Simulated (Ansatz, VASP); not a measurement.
# KMgF3: VASP beside Ansatz

The input POSCAR:

```
KMgF3
1.0
    3.7798164170      0.0000000000      0.0000000000
    0.0000000000      3.7798164170      0.0000000000
    0.0000000000      0.0000000000      3.7798164170
K Mg F
1 1 3
Direct
    0.5000000000      0.5000000000      0.5000000000
    0.0000000000      0.0000000000      0.0000000000
    0.5000000000      0.0000000000      0.0000000000
    0.0000000000      0.5000000000      0.0000000000
    0.0000000000      0.0000000000      0.5000000000
```

Contents of INCAR.step1:

```
SYSTEM = KMgF3
ALGO     = Normal         ! electronic algorithm
EDIFF    = 1E-4           ! SCF threshold, eV
ENCUT    = 520            ! plane-wave cutoff, eV
GGA      = PE             ! functional
ISMEAR   = 0              ! smearing method
LASPH    = .TRUE.         ! aspherical terms in the spheres
LCHARG   = .FALSE.        ! write CHGCAR
LREAL    = .FALSE.        ! projectors in reciprocal space
LWAVE    = .TRUE.         ! write WAVECAR
NBANDS   = 24             ! bands
NELM     = 100            ! most SCF steps
PREC     = Accurate       ! precision mode
SIGMA    = 0.01           ! smearing width, eV
```

The input INCAR.step2:

```
SYSTEM = KMgF3
ALGO     = Normal         ! electronic algorithm
EDIFF    = 1E-6           ! SCF threshold, eV
ENCUT    = 520            ! plane-wave cutoff, eV
ISIF     = 2              ! what is computed and relaxed
ISMEAR   = 0              ! smearing method
ISTART   = 1            
LASPH    = .TRUE.         ! aspherical terms in the spheres
LCHARG   = .FALSE.        ! write CHGCAR
LMIXTAU  = .TRUE.       
LREAL    = .FALSE.        ! projectors in reciprocal space
LWAVE    = .FALSE.        ! write WAVECAR
METAGGA  = R2SCAN         ! meta-GGA
NBANDS   = 24             ! bands
NELM     = 100            ! most SCF steps
PREC     = Accurate       ! precision mode
SIGMA    = 0.01           ! smearing width, eV
```

Contents of KPOINTS:

```
k-points
0
G
  6 6 6
  0 0 0
```

Input for Ansatz:

```yaml
crystal:
  lattice:
    - [3.779816417, 0.0, 0.0]
    - [0.0, 3.779816417, 0.0]
    - [0.0, 0.0, 3.779816417]
  atoms:
    - { symbol: K, position: [0.5, 0.5, 0.5] }
    - { symbol: Mg, position: [0.0, 0.0, 0.0] }
    - { symbol: F, position: [0.5, 0.0, 0.0] }
    - { symbol: F, position: [0.0, 0.5, 0.0] }
    - { symbol: F, position: [0.0, 0.0, 0.5] }
scf:
  occupations: { method: fixed }
output:
  forces: true
  stress: true
  eigenvalues: true
hamiltonian:
  xc: r2scan
basis:
  ecutwfc: 560
kpoints:
  mp_grid: { grid: [6, 6, 6] }
```

Alike in both runs: task single point; functional r2SCAN; k mesh 6 × 6 × 6; no spin polarisation.

|  | VASP | Ansatz |
| --- | --- | --- |
| version | VASP 6.6.1 | Ansatz 0.2.0 |
| potentials or method | VASP PAW PBE potentials, release 64 (K_sv, Mg, F) | scalar-relativistic, plane waves, PAW |
| plane-wave cutoff (eV) | 520 | 560 |
| occupations | gaussian, width 0.01 eV | fixed |
| valence electrons in the cell | 32 | 40 |

VASP gave:

```
gap on the k mesh at the Fermi level (eV) : 9.64
least direct gap on the mesh (eV)         : 9.95
pressure (GPa)                            : 16.7
```

**Question.** Which values does Ansatz return?

**Answer.** gap on the k mesh at the Fermi level (eV): 9.65; least direct gap on the mesh (eV): 9.95; pressure (GPa): 17.2.

The two sets of potentials don't hold the same shells in valence.

Caveats: so large a pressure means that the cell lies far from this level's equilibrium, or that cutoff or potentials fall short (VASP); the potentials were made for another functional, which shifts forces and pressure (VASP). A k mesh can miss the band edges. r2SCAN opens gaps a little over a GGA but as a rule still falls short of measured ones.
